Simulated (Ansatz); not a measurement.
# Mn: the cost of one run

Program: Ansatz 0.2.0. Level of theory: DFT PBEsol, scalar-relativistic, plane waves, PAW. These are calculated values, not measurements.

2 further runs of the same task are left out: 2 set aside as unsound or not needed.

## 1. The system as given

It takes space group P6_3/mmc (No. 194, hexagonal). The conventional cell has a = 3.997 Å, b = 3.997 Å, c = 6.596 Å, α = 90.00°, β = 90.00°, γ = 120.00°. Around Ge (site symmetry 3m) lie 4 Ge at 2.45 to 2.47 Å.

Structure file:

```
Ge
1.0
     3.99697    0.00000    0.00000
    -1.99848    3.46148    0.00000
     0.00000    0.00000    6.59637
Ge
4
Direct
  0.66667 0.33333 0.06291
  0.33333 0.66667 0.56291
  0.66667 0.33333 0.43709
  0.33333 0.66667 0.93709
```

It goes back to an entry of the Materials Project, which need not be the stable form.

It is the result of an earlier relaxation at this level (volume 22.82 Å³/atom; gap on the mesh: none (metal)).

## 2. The substitution Ge → Mn

The start of Mn: fractional positions of relaxed Ge, cell scaled by 1.104, a guess from tabulated radii. Atoms that may carry a moment start with parallel spins.

## 3. A first look at the start (Mn)

The input, input.yaml:

```yaml
crystal:
  lattice:
    - [4.4107387279, 0.0, 0.0]
    - [-2.205369364, 3.8198117878, 0.0]
    - [0.0, 0.0, 7.279228709]
  atoms:
    - { symbol: Mn, position: [0.6666666667, 0.3333333333, 0.0629118567], spin: 4.0 }
    - { symbol: Mn, position: [0.3333333333, 0.6666666667, 0.5629118567], spin: 4.0 }
    - { symbol: Mn, position: [0.6666666667, 0.3333333333, 0.4370881433], spin: 4.0 }
    - { symbol: Mn, position: [0.3333333333, 0.6666666667, 0.9370881433], spin: 4.0 }
basis:
  ecutwfc: 420
kpoints:
  mp_grid: { grid: [6, 6, 4] }
hamiltonian:
  xc: pbesol
scf:
  occupations: { method: gaussian, width: 0.1 }
  lower_state_search: "off"
output:
  forces: true
  stress: true
  eigenvalues: true
  populations: true
magnetization:
  spin_polarized: true
```

On the command line:

```bash
> ansatz run input.yaml --threads 1 --pin off --max-ram 2560MiB --backend cpu --events-out ev --progress --plain --runs-dir out
```

What time and memory should one allow on 1 thread of Intel Xeon 6975P-C (Granite Rapids), shared host?

About 7.4 s, with a peak of 0.49 GiB.
